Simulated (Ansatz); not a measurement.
# Te2Mo (P2_1/m)

These are results of Ansatz 0.2.0, DFT PBE, scalar-relativistic, plane waves, PAW, not measurements.

Settings: cutoff 420 eV, Γ-centred mesh 6×10×1 on the computed 6-atom cell, Gaussian smearing of 0.10 eV; no spin polarisation.

The structure is relaxed at this level of theory with its symmetry kept.

```cif
data_structure
_symmetry_space_group_name_H-M 'P2_1/m'
_symmetry_Int_Tables_number 11
_cell_length_a 6.3679
_cell_length_b 3.4676
_cell_length_c 36.1718
_cell_angle_alpha 90.000
_cell_angle_beta 90.088
_cell_angle_gamma 90.000
_cell_volume 798.72
loop_
_atom_site_label
_atom_site_type_symbol
_atom_site_symmetry_multiplicity
_atom_site_Wyckoff_symbol
_atom_site_fract_x
_atom_site_fract_y
_atom_site_fract_z
_atom_site_occupancy
Te1 Te 2 e 0.07758 0.75000 0.44280 1
Te2 Te 2 e 0.56971 0.25000 0.45911 1
Mo1 Mo 2 e 0.81932 0.75000 0.50270 1
```

- Space group: P2_1/m (No. 11)
- Volume per atom: 133.12 Å³
- Formation energy from the elements' standard states (uncorrected): -0.250 eV/atom
- Kohn–Sham band gap: none (metal)
- Density of states at the Fermi level: 1.19 states/eV per cell
- Löwdin character within 0.5 eV of the Fermi level: Mo 4d 53 %, Te 5p 43 %
- Bader charges (e): Te (2 in the cell) -0.28, Te (2 in the cell) -0.30, Mo (2 in the cell) 0.57

Spin-orbit coupling is left out, which matters for the bands of heavy elements. The cell holds layers, and where no dispersion correction was added their binding is poorly described.